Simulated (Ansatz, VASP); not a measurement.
# One calculation of Sb, two programs

The input INCAR:

```
SYSTEM = Sb
  PREC = Accurate
  ENCUT = 520
  EDIFF = 1E-6
  ISMEAR = 0
  SIGMA = 0.025
  LREAL = .FALSE.
  LASPH = .TRUE.
  NELM = 100
  ALGO = Normal
  ISIF = 2
  LWAVE = .FALSE.
  LCHARG = .FALSE.
  GGA = PE
  NBANDS = 8
```

KPOINTS

```
Automatic mesh
0
G
  10 10 10
  0 0 0
```

Contents of POSCAR:

```
Sb
1.0
    0.0000000000      2.3712425216      2.3712425216
    2.3712425216      0.0000000000      2.3712425216
    2.3712425216      2.3712425216      0.0000000000
Sb
1
Direct
    0.0000000000      0.0000000000      0.0000000000
```

File input.yaml:

```yaml
crystal:
  lattice:
    - [0.0, 2.3712425216, 2.3712425216]
    - [2.3712425216, 0.0, 2.3712425216]
    - [2.3712425216, 2.3712425216, 0.0]
  atoms:
    - { symbol: Sb, position: [0.0, 0.0, 0.0] }
hamiltonian:
  xc: pbe
  pseudopotentials: { kind: paw }
kpoints:
  mp_grid: { grid: [10, 10, 10] }
scf:
  occupations: { method: gaussian, width: 0.025 }
output:
  forces: true
  stress: true
  eigenvalues: true
```

This isn't the form of Sb at room conditions, which is rhombohedral.

Alike in both runs: task single point; functional PBE; k mesh 10 × 10 × 10; occupations gaussian, width 0.025 eV; no spin polarisation.

|  | VASP | Ansatz |
| --- | --- | --- |
| version | VASP 6.6.1 | Ansatz 0.2.0 |
| potentials or method | VASP PAW PBE potentials, release 64 (Sb) | Ansatz PAW |
| plane-wave cutoff (eV) | 520 | 420 |
| valence electrons in the cell | 5 | 15 |

VASP gave:

* gap on the k mesh at the Fermi level (eV): none
* pressure (GPa): 1.8

**Question.** Which values does Ansatz return?

**Answer.** gap on the k mesh at the Fermi level (eV): none; pressure (GPa): 2.0.

A gap of «none» marks a metal or a gap that the smearing closes. The functional is the same, so the differences come from potentials, cutoffs and numerics. The two sets of potentials don't hold the same shells in valence.

Spin-orbit coupling is left out, which matters for the levels of Sb.
